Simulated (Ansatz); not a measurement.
**Pressure against volume: CdS**

```
Cd S
1.0
     4.13480    0.00000    0.00000
    -2.06740    3.58084    0.00000
     0.00000    0.00000    6.74900
Cd S
2 2
Direct
  0.33333 0.66667 0.00000
  0.66667 0.33333 0.50000
  0.33333 0.66667 0.38500
  0.66667 0.33333 0.88500
```

The cell is COD entry 9008862, as deposited and not checked against the literature; nothing was relaxed. It differs from other determinations.

Methods: DFT, PBE, all-electron LAPW, scalar-relativistic (Ansatz 0.2.0); DFT, PBE, PAW with Ansatz's default frozen-core files, scalar-relativistic (Ansatz 0.2.0).

For LAPW: a Γ-centred 7×7×4 k mesh, Fermi–Dirac smearing of 0.01 eV, basis error target 1 meV/atom, no spin polarisation. PAW takes a cutoff of 420 eV at this cell. The Ansatz runs share mesh, smearing and spin set-up. Plane-wave (PAW) pressures include the program's estimate of the Pulay term.

The cell above is scaled evenly, with fractional coordinates and shape held.

```
V/V(cell)  V (Å³/atom)  P, LAPW (GPa)  P, PAW (GPa)  gap on the k mesh, LAPW (eV)  free energy over the lowest listed, PAW (meV/atom)
   0.9400       23.483           7.13          7.09                          1.36                                                52.1
   0.9600       23.982           5.44          5.40                          1.32                                                32.7
   0.9800       24.482           3.92          3.89                          1.27                                                18.2
   0.9900       24.732              ?             ?                             ?                                                   ?
   1.0000       24.982           2.56          2.53                          1.23                                                 8.3
   1.0100       25.231           1.93          1.90                          1.20                                                 4.8
   1.0200       25.481           1.34          1.31                          1.18                                                 2.3
   1.0400       25.981           0.24          0.21                          1.14                                                 0.0
   1.0600       26.480          -0.75         -0.78                          1.09                                                 0.9
```

**Question.** Fill in the row V/V(cell) = 0.9900.

**Answer.** P, LAPW (GPa) = 3.22, P, PAW (GPa) = 3.19, gap on the k mesh, LAPW (eV) = 1.25, free energy over the lowest listed, PAW (meV/atom) = 12.7.

**Question.** What do Birch–Murnaghan fits to the pressures give?

**Answer.** LAPW: V0 = 26.10 Å³/atom, B0 = 53 GPa, B0′ = 4.5; PAW: V0 = 26.08 Å³/atom, B0 = 53 GPa, B0′ = 4.5.

PAW's V0 lies -0.05 % from the all-electron value and its B0 0.0 %. With shape and internal coordinates held, B0 is an upper bound to the relaxed modulus.
